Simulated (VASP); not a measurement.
Bi: equation of state with LDA

The system is Bi.

```
Bi
1.0
     3.36494   -3.03184    0.03190
     3.36494    3.03184    0.03190
    -1.18607    0.00000    3.09524
Bi
2
Direct
  0.75265 0.75265 0.85349
  0.24735 0.24735 0.14651
```

This isn't the form of Bi at room conditions, which is rhombohedral.

```yaml
Program: VASP 6.6.1
Task: equation of state
Functional: LDA
Potentials_or_basis: VASP PAW LDA potentials, release 64 (Bi_d)
Cutoff: 520 eV
k_mesh: 6 × 6 × 8
Occupations: fermi-dirac, width 0.05 eV
Spin: no spin polarisation
Ladder: gaps
Further_INCAR_settings: ALGO = Normal; EDIFF = 1e-07
```

```json
{"Equilibrium volume": "31.69 Å³/atom", "Bulk modulus at fixed shape and positions": "59 GPa", "Pressure derivative of the bulk modulus": "4.6 (rough: it moves with the points fitted)"}
```

Energy against volume, from the lowest point:
```tsv
volume (Å³/atom)	energy (meV/atom)
30.425	10.05
31.058	2.40
31.692	0.00
32.326	2.29
32.960	8.76
```

All runs of the series together: 2.5 min on 1 thread of Intel(R) Xeon(R) 6975P-C (Granite Rapids), on a shared host.

Caveat: the cell was scaled at fixed shape and fractional positions, which overstates the stiffness of a crystal with free parameters, most of all of layers and chains; spin-orbit coupling is left out, which moves the levels of the heavy elements.
